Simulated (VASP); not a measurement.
Input of a VASP 6.6.1 run:

File INCAR:

```
  PREC = Accurate
  ENCUT = 520
  EDIFF = 1E-6
  ISMEAR = -1
  SIGMA = 0.05
  LREAL = F
  LASPH = T
  NELM = 100
  ALGO = Normal
  ISIF = 2
  LWAVE = F
  LCHARG = F
  GGA = PE
  NBANDS = 12
```

The input KPOINTS:

```
Automatic mesh
0
Gamma
  12 12 12
```

POSCAR

```
Zn
1.0
    0.0000000000      1.9906312808      1.9906312808
    1.9906312808      0.0000000000      1.9906312808
    1.9906312808      1.9906312808      0.0000000000
Zn
1
Direct
    0.0000000000      0.0000000000      0.0000000000
```

Potentials or basis: VASP PAW PBE potentials, release 64 (Zn).

Launch:

```sh
$ cat potpaw_PBE.64/Zn/POTCAR > POTCAR
$ mpirun -np 1 vasp_std > vasp.out
```

(1) Estimate the pressure.

(2) What does it give for the band gap on the k mesh?

## Answers

(1) -2.2 GPa.

(2) none (metal or under the smearing width).
